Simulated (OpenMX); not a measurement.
Runs of OpenMX 3.8.5 on AlN. Symmetry: P6_3/mmc, No. 194, hexagonal system. Conventional cell: a = 3.398 Å, b = 3.398 Å, c = 4.296 Å, α = 90.00°, β = 90.00°, γ = 120.00°. Around Al (site symmetry -6m2) lie 5 N at 1.96 to 2.15 Å. Around N (site symmetry -6m2) lie 5 Al at 1.96 to 2.15 Å. Measurements of this composition are mostly on another form, of space group No. 186.

```tsv
cell	gap on the mesh (eV)	pressure (GPa)	largest force (eV/Å)
P6_3/mmc, 10.74 Å³/atom	3.28	(a)	0.01
P6_3/mmc, 9.95 Å³/atom	4.02	-1.0	0.01
P6_3/mmc, 10.34 Å³/atom	3.64	-8.4	0.01
P6_3/mmc, 8.75 Å³/atom	(d)	33.1	0.01
P6_3/mmc, 9.15 Å³/atom	4.28	(c)	0.01
P6_3/mmc, 9.55 Å³/atom	4.14	(b)	0.01
```

Alike in all rows: task single point; level PBE; potentials or basis OpenMX 2013 PBE set, Al7.0-s2p2d1, N6.0-s2p2d1, grid cutoff 400 Ry; no spin polarisation; k mesh 7 × 7 × 5; smearing fermi-dirac 0.05 eV.

**Question.** Fill in the values left out.

**Answer.** (a) -14.5; (b) 8.1; (c) 19.3; (d) 4.41.

Caveats: the basis of atomic orbitals isn't converged, which shifts pressures, moduli and gaps; an odd mesh through Γ misses points on the zone boundary, where band edges often lie (some runs).
